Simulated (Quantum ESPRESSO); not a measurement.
Crystal: PbS (Galena).

```
Pb S
1.0
     0.00000    2.96575    2.96575
     2.96575    0.00000    2.96575
     2.96575    2.96575    0.00000
Pb S
1 1
Cartesian
  0.0000 0.0000 0.0000
  2.9657 2.9657 2.9657
```

Base run:

| Property | Result |
| --- | --- |
| Program | Quantum ESPRESSO 7.5 |
| Functional | PBE |
| Potentials or basis | PseudoDojo 0.4.1 SR PBE standard |
| Cutoff | 762 eV |
| Density cutoff | 3048 eV |
| k mesh | 8 × 8 × 8, shifted |
| Occupations | fermi-dirac, width 0.05 eV |
| Spin | no spin polarisation |

Its results: pressure 2.3 GPa; electronic dielectric tensor (diagonal) 16.33.

**Question.** After a change of settings the same cell gave: pressure -0.2 GPa; electronic dielectric tensor (diagonal) 17.14. Which change was it?
A. functional from PBE to BLYP
B. functional from PBE to LDA; potentials or basis from PseudoDojo 0.4.1 SR PBE standard to PseudoDojo 0.4.1 SR LDA standard
C. functional from PBE to AM05

**Answer.** C.

AM05 binds more tightly than PBE, so the same cell stands under less pressure.

Caveats: the potentials were made for another functional, which shifts forces and pressure (some runs).
